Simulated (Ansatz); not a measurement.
Consider ZnTe in the zinc blende structure (space group F-43m, No. 216; a = 6.179 Å). Axes: x, y, z lie along the cube axes.

The values are results of PBE (Ansatz, a first-principles code), scalar-relativistic without spin-orbit coupling, not measurements.

Before the change:

```
Quantity                             Value
---------------------  -------------------
Valence-band top at Γ  0.00, 0.00, 0.00 eV
```

One thing is altered: a free-standing slab of 2 layers (4 atoms, 2 a layer) is cut normal to [110], with 15 Å of vacuum and the in-plane cell held at bulk.

Task: What happens to the valence-band top at Γ?

Result: The valence-band top at Γ (three highest levels, from the VBM) goes from 0.00, 0.00, 0.00 eV to 0.00, -0.84, -1.16 eV.

Task: What does the calculation give for the gap character after the change?

Result: The gap character amounts to indirect, Γ → Γ–Z (67 % along).

Spin-orbit coupling, missing from the scalar runs, can matter with Te. Stability against distortions was not tested. k-point labels follow each cell's own Brillouin zone.
